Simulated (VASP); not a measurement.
The system is ZnS.

```
Zn S
1.0
     3.78556    0.00000    0.00000
    -1.89278    3.27839    0.00000
     0.00000    0.00000    6.21250
Zn S
2 2
Direct
  0.33333 0.66667 0.00541
  0.66667 0.33333 0.50541
  0.33333 0.66667 0.37959
  0.66667 0.33333 0.87959
```

Base run:

```yaml
Program: VASP 6.6.1
Functional: HSE06
Potentials_or_basis: VASP PAW PBE potentials, release 64 (Zn, S)
Cutoff: 520 eV
k_mesh: 6 × 6 × 3
Occupations: gaussian, width 0.03 eV
Spin: no spin polarisation
```

Its results: band gap on the k mesh 3.53 eV, direct; pressure 2.9 GPa.

Task: The run is repeated on the same cell with these changes: functional from HSE06 to PBE0. What comes out?

Result: Band gap on the k mesh 4.19 eV, direct; pressure 2.7 GPa.

Caveats: the PAW data sets were made with another functional, which shifts forces and pressure a little.
